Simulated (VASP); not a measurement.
# PtS₂: convergence, self-consistent run

PtS₂, P1 (no. 1), 24 atoms in the cell. PBEsol; PAW potentials Pt, S (PBE set). VASP 6.6.1.

Wanted: energy within 10 meV/atom; forces within 0.05 eV/Å.

What the run is for: forces in a large cell; Accuracy asked: screening; Cell repeated: 2 × 2 × 2.

POSCAR:
```
PtS2
1.0
    7.0864000000      0.0000000000      0.0000000000
   -3.5432000000      6.1370024214      0.0000000000
    0.0000000000      0.0000000000     10.0776000000
Pt S
8 16
Direct
    0.0044960000     -0.0069170000      0.0029830000
   -0.0013700000      0.0028520000      0.5050340000
   -0.0085280000      0.4957890000      0.0017000000
    0.0034300000      0.5110890000      0.5005780000
    0.5032480000      0.0025900000      0.0006060000
    0.4923130000     -0.0103710000      0.4987430000
    0.4932500000      0.4993040000      0.0008770000
    0.4951580000      0.5002090000      0.5011460000
    0.3270460000      0.1652450000      0.3840950000
    0.3393730000      0.1647460000      0.8855790000
    0.3375980000      0.6671930000      0.3832830000
    0.3326760000      0.6650570000      0.8830710000
    0.8285010000      0.1599840000      0.3893120000
    0.8400920000      0.1716740000      0.8917470000
    0.8305610000      0.6644470000      0.3860800000
    0.8320880000      0.6583700000      0.8869020000
    0.1620920000      0.3305390000      0.1116670000
    0.1724220000      0.3375060000      0.6152830000
    0.1640740000      0.8293150000      0.1095900000
    0.1641550000      0.8290900000      0.6161030000
    0.6591050000      0.3289100000      0.1101470000
    0.6667560000      0.3371130000      0.6155170000
    0.6699060000      0.8358420000      0.1116310000
    0.6557320000      0.8230390000      0.6139900000
```

The series start from Plane-wave cutoff (eV): 300; Projection operators (LREAL): Auto, ROPT -0.00025; Precision mode (PREC): Normal; Electronic threshold (eV): 1e-5; Parallel layout: defaults; Program: vasp_std; Electronic algorithm: ALGO=Normal; Bands a block (NSIM): NSIM=4; Data layout and linear algebra: defaults. Each series keeps the choices made before it, and each single choice may use up half of a tolerance.

## Plane-wave cutoff (eV)

| Plane-wave cutoff (eV) | Energy less reference (meV/atom) | Forces, largest deviation (eV/Å) | SCF iterations | Time (s) |
|---|---|---|---|---|
| 230 | 21 | 0.017 | 14 | 10 |
| 260 | 5 | 0.030 | 14 | 11 |
| 300 | 0 | 0.013 | 14 | 12 |
| 340 | 0 | 0.013 | 14 | 11 |
| 420 (reference) | 0 | 0.000 | 14 | 12 |

Chosen: 300, the loosest value from which every tighter one stays within half of the tolerance.

## Projection operators (LREAL)

| Projection operators (LREAL) | Energy less reference (meV/atom) | Forces, largest deviation (eV/Å) | SCF iterations | Time (s) |
|---|---|---|---|---|
| Auto, ROPT -0.005 | -2 | 0.086 | 14 | 9.0 |
| Auto, ROPT -0.002 | -4 | 0.073 | 14 | 8.8 |
| Auto, ROPT -0.001 | -1 | 0.042 | 14 | 8.7 |
| Auto, ROPT -0.0005 | 0 | 0.025 | 14 | 10 |
| Auto, ROPT -0.00025 | 0 | 0.004 | 14 | 12 |
| Auto, ROPT -0.0001 | 0 | 0.004 | 14 | 11 |
| False (reference) | 0 | 0.000 | 14 | 10 |

Chosen: Auto, ROPT -0.0005.

## Precision mode (PREC)

| Precision mode (PREC) | Energy less reference (meV/atom) | Forces, largest deviation (eV/Å) | SCF iterations | Time (s) |
|---|---|---|---|---|
| SingleN | -1 | 0.027 | 14 | 9.4 |
| Normal | 0 | 0.024 | 14 | 10 |
| Accurate (reference) | 0 | 0.000 | 14 | 16 |

Chosen: Normal.

## Electronic threshold (eV)

| Electronic threshold (eV) | Energy less reference (meV/atom) | Forces, largest deviation (eV/Å) | SCF iterations | Time (s) |
|---|---|---|---|---|
| 0.001 | 0 | 0.008 | 11 | 7.7 |
| 0.0001 | 0 | 0.002 | 12 | 8.7 |
| 1e-5 | 0 | 0.001 | 14 | 10 |
| 1e-6 | 0 | 0.000 | 16 | 12 |
| 1e-7 (reference) | 0 | 0.000 | 17 | 11 |

Chosen: 0.001.

## Parallel layout

| Parallel layout | Energy less reference (meV/atom) | Forces, largest deviation (eV/Å) | SCF iterations | Time (s) |
|---|---|---|---|---|
| defaults | 0 | 0.000 | 11 | 7.7 |
| NCORE=2 | 0 | 0.001 | 11 | 8.1 |
| NCORE=4 | 0 | 0.002 | 11 | 8.4 |
| NCORE=8 | 0 | 0.001 | 11 | 7.7 |
| NPAR=2 | 0 | 0.002 | 11 | 8.5 |

Chosen: defaults; no other choice that stays within half of the tolerance saves 30 % of the time.

## Program

| Program | Energy less reference (meV/atom) | Forces, largest deviation (eV/Å) | SCF iterations | Time (s) |
|---|---|---|---|---|
| vasp_std | 0 | 0.000 | 11 | 7.7 |
| vasp_gam | 0 | 0.002 | 11 | 8.8 |

Chosen: vasp_std.

## Electronic algorithm

| Electronic algorithm | Energy less reference (meV/atom) | Forces, largest deviation (eV/Å) | SCF iterations | Time (s) |
|---|---|---|---|---|
| ALGO=Normal | 0 | 0.000 | 11 | 7.7 |
| ALGO=Fast | 0 | 0.006 | 12 | 9.8 |
| ALGO=VeryFast | 0 | 0.019 | 17 | 8.1 |
| ALGO=All ISEARCH=1 | 0 | 0.045 | 14 | 13 |

Chosen: ALGO=Normal.

## Bands a block (NSIM)

| Bands a block (NSIM) | Energy less reference (meV/atom) | Forces, largest deviation (eV/Å) | SCF iterations | Time (s) |
|---|---|---|---|---|
| NSIM=4 | 0 | 0.000 | 11 | 7.7 |
| NSIM=1 | 0 | 0.000 | 11 | 7.7 |
| NSIM=2 | 0 | 0.000 | 11 | 7.2 |
| NSIM=8 | 0 | 0.001 | 11 | 7.8 |
| NSIM=16 | 0 | 0.004 | 11 | 8.4 |

Chosen: NSIM=4.

## Data layout and linear algebra

| Data layout and linear algebra | Energy less reference (meV/atom) | Forces, largest deviation (eV/Å) | SCF iterations | Time (s) |
|---|---|---|---|---|
| defaults | 0 | 0.000 | 11 | 7.7 |
| LPLANE=False | 0 | 0.000 | 11 | 9.3 |
| LSCALAPACK=False | 0 | 0.000 | 11 | 9.2 |
| LSCALU=True | 0 | 0.000 | 11 | 8.8 |

Chosen: defaults.

## All choices together

| Input | Energy less reference (meV/atom) | Forces, largest deviation (eV/Å) | Time (s) |
|---|---|---|---|
| the program's defaults (naive) | 9 | 0.017 | 5.9 |
| chosen settings | 0 | 0.025 | 7.7 |
| reference settings throughout | 0 | 0.000 | 25 |

The tolerance is met.

## The input

INCAR:
```
SYSTEM = PtS2
  ALGO = Normal
  EDIFF = 0.001
  EFERMI = MIDGAP
  ENCUT = 300
  GGA = PS
  GGA_COMPAT = .FALSE.
  ISIF = 2
  ISMEAR = 0
  ISYM = 0
  LASPH = .TRUE.
  LCHARG = .FALSE.
  LREAL = Auto
  LWAVE = .FALSE.
  NELM = 120
  NSIM = 4
  PREC = Normal
  ROPT = -0.0005 -0.0005
  SIGMA = 0.03
```

KPOINTS:
```
k-points
0
Gamma
  1 1 1
```

Commands:
```
cat potpaw_PBE.64/Pt/POTCAR potpaw_PBE.64/S/POTCAR > POTCAR
mpirun -np 8 vasp_std > vasp.out
```

The naive input happens to agree within the tolerance here, in 5.9 s.

Limits: Only the k mesh 1 × 1 × 1 was run, so its error is untested.

The chosen input took VASP 6.6.1 7.7 s on 8 cores (Intel Xeon Platinum 8259CL @ 2.50GHz (Skylake/Cascade Lake)), a shared host.

## An input that fails: Gamma-only program on a mesh of k points

VASP's message: You are using the Gamma-point-only version with more than one k-point or some other non-Gamma k-point.

k mesh: 1 × 1 × 1 becomes 2 × 2 × 2.

Changes against the starting input:
```
- NELM = 120
+ NELM = 81
- vasp_std
+ vasp_gam
(KPOINTS)
-k-points
+Automatic mesh
-  1 1 1
+  2 2 2
+  0 0 0
```
